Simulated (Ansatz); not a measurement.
Starting structure of a cell relaxation (symmetry kept):

```
Ti Al
1.0
    -1.91111    1.91111    4.28067
     1.91111   -1.91111    4.28067
     1.91111    1.91111   -4.28067
Ti Al
1 3
Direct
  0.00000 0.00000 0.00000
  0.50000 0.50000 0.00000
  0.75000 0.25000 0.50000
  0.25000 0.75000 0.50000
```

The calculation used DFT r2SCAN, scalar-relativistic, plane waves, PAW in Ansatz 0.2.0.

Settings: cutoff 500 eV, Γ-centred mesh 16×16×16 on the computed 4-atom cell, Gaussian smearing of 0.10 eV; no spin polarisation.

Problem. What does it relax to?

Solution. The volume goes up by 0.02 Å³/atom to 15.65 Å³/atom, and the energy changes by under 0.1 meV/atom. Final structure:
```yaml
crystal:
  lattice:
    - [-1.91200, 1.91200, 4.28192]
    - [1.91200, -1.91200, 4.28192]
    - [1.91200, 1.91200, -4.28192]
  atoms:
    - { symbol: Ti, position: [0.00000, 0.00000, 0.00000] }
    - { symbol: Al, position: [0.50000, 0.50000, 0.00000] }
    - { symbol: Al, position: [0.75000, 0.25000, 0.50000] }
    - { symbol: Al, position: [0.25000, 0.75000, 0.50000] }
```

Course of the relaxation (steps run on the plane waves of an earlier cell, and the basis is chosen afresh near the end, so energy and pressure can step there; trial steps that raised the energy were taken back; energies are free energies):

```
step P (GPa) V (Å³/atom)
   1     0.10        15.63
   2    -0.04        15.65
   3    -0.04        15.65
```